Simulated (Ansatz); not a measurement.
The system is Sn.

```
Sn
1.0
    -1.72654    1.77555    2.33834
     1.72654   -1.77555    2.33834
     1.72654    1.77555   -2.33834
Sn
1
Direct
  0.00000 0.00000 0.00000
```

This isn't the form of Sn at room conditions, which is tetragonal (white tin).

Below is the output of Ansatz 0.2.0 for this cell. Logs are shortened: lines on timing, memory, paths and dates and some standing lists are left out, and cuts for length are marked.

```text
Warning: RAYON_NUM_THREADS=1 ignored (pool sized by the plan → 1); use --threads N
The last accepted step is kept in <dir> (removed where the run ends without a failure and the disk answers)
LAPW: plane waves up to 6.638 Å⁻¹, error target 1.0e-3 eV per atom; small_component_spin mean_spin; Sn in spheres of 1.652 Å, 22 of its electrons in bands, Dirac shells [] (how accurate: hamiltonian.pseudopotentials.lapw.basis_error, Limitations)
Engine: ansatz 0.2.0, aarch64-unknown-linux-gnu
Pseudopotentials: kind: all_electron
Pseudopotential: Sn, LAPW, valence charge 22, lapw/all_electron/scalar/gaussian/Sn, Koelling and Harmon's equation, gaussian nucleus
Functional definition: PBE
  parameter kappa = 0.804
  parameter beta = 0.06672455060314922
  exchange = pbe_x(kappa = kappa, mu = beta*pi^2/3)
  correlation = pbe_c(beta = beta)
Crystal: 1 atoms, lattice volume = 28.673 Å³
Basis set: ecut = 167.89744922616154 eV, 145 PW (Γ), exchange–correlation at level 2
Bands: 15, of which v1, the nominal top of the filled ones, is band 11 counted from 1 (10 counted from 0)
Symmetry: 8 space group operations
Space group: Immm (ITA 71), of the structure as read, at distance tolerance 3.1e-5 Å
k-points: 216 of 1331
Non-local potential: Sn, projectors of the file, none
Initial density: superposition of atomic densities (chi_scale 0.1, normalization cell)
Initial wavefunctions: plane waves of lowest kinetic energy (no species holds an atomic orbital)
Functional: x = pbe(κ = 0.804, μ = 0.2195149727645171), c = pbe(β = 0.06672455060314922)
iter 1 solved again at ethr=2.50e-5 eV; its pass at ethr=1.00e-1 eV (dr2=5.50e-3 eV) is discarded
SCF iter   1: F=—  HF=-168089.387342 eV  |F-HF|=—  |Δ(HF+E_count)|=         —  Δρ=4.95e-3  dr2=5.58e-3  ethr=2.50e-5  ⟨swp⟩=3.6  Hψ=23441  notcnv=0
preconditioner: auto → Kerker (q_TF=auto, 2.610 Å⁻¹)  [metal: Δε(μ)=0.027 eV  Ē_g=22.611 eV  σ=0.050 eV  W_gap=0.13  n_scr=12 (ndim 8)  ℏωp=25.9 eV  f_vac=0.000  D(μ)=0.43/eV (n_scr^D=0)]
SCF iter   2: F=—  HF=-168089.376915 eV  |F-HF|=—  |Δ(HF+E_count)|=   1.04e-2  Δρ=3.05e-3  dr2=2.52e-3  ethr=2.50e-5  ⟨swp⟩=2.0  Hψ=9306  notcnv=0
[... 42 lines left out ...]
Basis set: ecut = 170.38937964828307 eV, 137 PW (Γ), exchange–correlation at level 2
iter 1 solved again at ethr=3.13e-10 eV; its pass at ethr=1.00e-1 eV (dr2=6.88e-8 eV) is discarded
SCF iter   1: F=—  HF=-168089.381402 eV  |F-HF|=—  |Δ(HF+E_count)|=         —  Δρ=1.38e-5  dr2=6.13e-8  ethr=3.13e-10  ⟨swp⟩=6.8  Hψ=25529  notcnv=0  reapply=90
SCF iter   2: F=-168089.381402 eV  HF=-168089.381402 eV  |F-HF|=1.46e-8  |Δ(HF+E_count)|=   4.60e-8  Δρ=9.89e-6  dr2=3.36e-8  ethr=2.79e-10  ⟨swp⟩=2.0  Hψ=9302  notcnv=0
SCF 5 converged in 2 iterations: F = -168089.381402 eV  dr2 = 3.36e-8
relax step   5: F+E_penalty+E_count = -168089.38140215 eV  Δ(F+E_penalty+E_count) = -3.332e-6 eV  max|allowed force component| = 0.000e0 eV/Å  Δτ_max = 0.0000 Å  P = +0.008 GPa  Ω = 28.047 Å³  stress off target by 3.99e-2 GPa  SCF on the basis re-selected at this cell (its energy is not comparable with the rows above)  (2 SCF iters)
basis re-selected at this cell: Δ(F+E_penalty+E_count) = -3.332e-6 eV, ΔP = -0.000 GPa vs the last step (what re-selecting the basis moved, after the strain that the cell walked since its last selection, with what the two solves' SCF thresholds leave and, on support functions, any second-order correction that the steps lacked; it is no measure of the basis error at this ecutwfc). This SCF's stress stands 3.99e-2 GPa from its target on what of the cell is left free (relax.cell.stress_tol is 5.00e-2 GPa) and its largest allowed force component is 0.00e0 eV/Å (relax.f_tol is 5.00e-3 eV/Å): within both
SCF converged after 2 iterations
Free energy (F): -168089.381402 eV
Harris-Foulkes:  -168089.381402 eV  (|F-HF|=1.46e-8)
Internal energy: -168089.377851 eV  (E = F + TS)
E sigma→0 (E₀):  -168089.379626 eV
Entropy (-TS):   -0.003551 eV (-3.551 meV/atom)
Fermi energy:    13.293279 eV
--- Per-component energies (eV) ---
  E_band       = -711.101548
  E_kinetic    = 176783.333838
  E_xc         = -4497.353892
  E_electrostatic = -340375.357797  (all electrons and nuclei)
  E_smearing   = -0.003551  (= −TS)
  E_closure    = 0.000000  (closes the sum)
  E_atoms      = -168085.610346  (free atoms, spherical and without spin; not in F)
  Σ components = -168089.381402   (vs F -168089.381402, Δ=0.00e0)
  Basis errors (estimates in eV, not in F): energy 2.3e-4 per atom: plane waves 2.3e-4 (1.2e-4 summed), levels above the bands 2.2e-50, relativity 1.5e-8, radial functions 1.4e-6, core shells 2.1e-10; eigenvalues (radial functions only) 5.2e-6; not estimated: angular momenta, meshes, grids; target (lapw.basis_error) 1.0e-3; muffin-tin radii Sn 1.640 Å
--- Forces (eV/Å), atoms counted from 1 ---
  atom   1  Sn     0.00000000     0.00000000    -0.00000000
  max |Σ_I F_I| component: 1.23e-32 eV/Å
--- Stress (GPa, compression-positive) ---
       -0.009503       0.000000       0.000000
        0.000000      -0.005783       0.000000
        0.000000       0.000000       0.039886
  P = ⅓ Tr σ = 0.0082 GPa (0.082 kbar)
--- Relaxed structure (4 steps of the walk, 4 accepted, 1 SCFs on fresh bases) ---
  F+E_penalty+E_count = -168089.38140215 eV   max|allowed force component| = 0.000e0 eV/Å   (the final SCF, on the basis selected at the relaxed cell)
  cell:  # Å, volume = 28.0465 Å³
    - [-1.7270789193084481, 1.7269948997931592, 2.3508002189271338]
    - [1.7270789193084481, -1.7269948997931592, 2.3508002189271338]
    - [1.7270789193084481, 1.7269948997931592, -2.3508002189271338]
  atoms:
    - { symbol: Sn, position: [0.0, 0.0, 0.0] }
```

Task: What input gives this log?

Result: Relaxation of cell and atoms with PBE, no spin polarisation. The files as run (others can give the same):

input.yaml
```yaml
crystal:
  lattice:
    - [-1.726539, 1.775547, 2.338342]
    - [1.726539, -1.775547, 2.338342]
    - [1.726539, 1.775547, -2.338342]
  atoms:
    - { symbol: Sn, position: [0.0, 0.0, 0.0] }
kpoints:
  mp_grid: { grid: [11, 11, 11] }
scf:
  occupations: { method: fermi_dirac, width: 0.05 }
hamiltonian:
  xc: pbe
  pseudopotentials: { kind: all_electron, lapw: { basis_error: 0.001 } }
output:
  forces: true
  stress: true
relax:
  f_tol: 0.005
  max_steps: 60
  cell: {}
```

Potentials or basis: all-electron LAPW, scalar-relativistic.
Command:
```bash
$ ansatz run input.yaml --threads 1 --pin off --max-ram 3072MiB --backend cpu --events-out ev --progress --plain --runs-dir out
```
